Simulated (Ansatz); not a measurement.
## What a change of settings does to a run on BaS

The cell is COD entry 9008600, as deposited and not checked against the literature; nothing was relaxed. The listed cell was then made from it by scaling, straining or moving an atom.

First run: DFT, PBE, PAW with Ansatz's default frozen-core files, scalar-relativistic (Ansatz 0.2.0).

Command: `ansatz run input.yaml --threads 1 --pin off --max-ram 2048MiB --backend cpu --events-out ev --progress --plain --runs-dir out` The run took 3.6 s on 1 thread of Arm Neoverse V1 (shared host), peak memory 0.37 GiB.

```yaml
crystal:
  lattice:
    - [0.0, 3.1614876932, 3.1614876932]
    - [3.1614876932, 0.0, 3.1614876932]
    - [3.1614876932, 3.1614876932, 0.0]
  atoms:
    - { symbol: Ba, position: [0.0, 0.0, 0.0] }
    - { symbol: S, position: [0.5, 0.5, 0.5] }
kpoints:
  mp_grid: { grid: [7, 7, 7] }
scf:
  occupations: { method: fermi_dirac, width: 0.01 }
hamiltonian:
  xc: pbe
  pseudopotentials: { kind: paw }
output:
  forces: true
  stress: true
  eigenvalues: true
  efg: { contact_densities: true }
  write_density: true
  write_potential: true
  elf: true
  volumetric_format: npy
```

Result: converged; pressure 2.31 GPa; gap on the k mesh 2.22 eV (the mesh can miss the band edges); 6 SCF iterations.

Spin–orbit coupling is left out, though it moves levels of the heavy atoms by tenths of an eV or more.

The input is then changed:

```diff
@@ -8,5 +8,5 @@
     - { symbol: S, position: [0.5, 0.5, 0.5] }
 kpoints:
-  mp_grid: { grid: [7, 7, 7] }
+  mp_grid: { grid: [2, 2, 2] }
 scf:
   occupations: { method: fermi_dirac, width: 0.01 }
```

Q: Predict the outcome of the changed run.

A: It converged; energy at zero smearing +139.1 meV/atom from the first run; pressure 3.46 GPa; gap on the k mesh 2.02 eV; 6 SCF iterations. Some of these settings are too coarse for converged properties.
